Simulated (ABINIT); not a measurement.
Ga:

```
Ga
1.0
     1.45000   -4.06500    0.00000
     1.45000    4.06500    0.00000
     0.00000    0.00000    3.17000
Ga
2
Direct
  0.13300 0.86700 0.75000
  0.86700 0.13300 0.25000
```

This isn't the form of Ga at room conditions, which is orthorhombic.

```yaml
Program: ABINIT 10.8.3 (patched build)
Task: relaxation of cell and atoms
Functional: PBE
Potentials_or_basis: JTH PAW PBE v2.0
Cutoff: 463 eV
k_mesh: 8 × 8 × 6
Occupations: fermi-dirac, width 0.05 eV
Spin: no spin polarisation
```

At the start: pressure 2.3 GPa; volume 18.68 Å³/atom.

Task: How do energy, volume and symmetry change on relaxing?

Result: Over 18 steps the energy falls by 22.2 meV/atom and the volume is 19.43 Å³/atom (+4.0 %); space group Cmcm (No. 63, to 0.05 Å).

Step by step:
```csv
step,energy change (eV),largest force (eV/Å),pressure (GPa),volume (Å³)
1,0.0000,0.1378,2.27,37.37
2,-0.0060,0.1077,1.84,37.63
3,-0.0184,0.1415,-2.25,41.04
4,-0.0300,0.0746,-0.80,39.57
5,-0.0312,0.0732,-0.69,39.48
6,-0.0309,0.0364,0.56,38.33
7,-0.0378,0.0531,0.09,38.81
8,-0.0379,0.0473,0.10,38.82
9,-0.0381,0.0418,0.12,38.80
10,-0.0385,0.0037,0.19,38.77
11,-0.0389,0.0321,0.16,38.83
12,-0.0393,0.0813,-0.01,38.99
13,-0.0397,0.0936,-0.16,39.11
14,-0.0409,0.1026,-0.63,39.47
15,-0.0421,0.0590,-0.60,39.44
16,-0.0440,0.0063,-0.28,39.13
17,-0.0443,0.0136,-0.01,38.91
18,-0.0443,0.0010,0.00,38.87
```

Final structure:
```yaml
crystal:
  lattice:
    - [1.39923, -4.34572, 0.00000]
    - [1.39923, 4.34572, 0.00000]
    - [0.00000, 0.00000, 3.19603]
  atoms:
    - { symbol: Ga, position: [0.13195, 0.86805, 0.75000] }
    - { symbol: Ga, position: [0.86805, 0.13195, 0.25000] }
```
